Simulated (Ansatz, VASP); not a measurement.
La3B2: VASP beside Ansatz

```xyz
5
Lattice="5.1534 0.0000 0.0000 0.0000 5.1534 0.0000 0.0000 0.0000 5.1534" Properties=species:S:1:pos:R:3 pbc="T T T"
La    0.0000    2.5767    2.5767
La    2.5767    0.0000    2.5767
La    2.5767    2.5767    0.0000
B     2.5767    2.5767    2.5767
B     0.0000    0.0000    0.0000
```

Alike in both runs: functional PBE; k mesh 8 × 8 × 8; occupations gaussian, width 0.1 eV; no spin polarisation.

Ansatz relaxed the structure, and its values are those at the end. VASP's run is a single point on that final structure, the one shown.

|  | VASP | Ansatz |
| --- | --- | --- |
| version | VASP 6.6.1 | Ansatz 0.2.0 |
| potentials or method | VASP PAW PBE potentials, release 64 (La, B) | scalar-relativistic, plane waves, PAW |
| plane-wave cutoff (eV) | 520 | 420 |
| valence electrons in the cell | 39 | 39 |

```tsv
	VASP	Ansatz	Ansatz less VASP
gap on the k mesh at the Fermi level (eV)	none	none	-
pressure (GPa)	0.0	0.0	+0.02
```

A gap of «none» marks a metal or a gap that the smearing closes. With one functional, cell and mesh, what is left measures potentials, basis and numerics.

Spin-orbit coupling is left out, which matters for the levels of La.
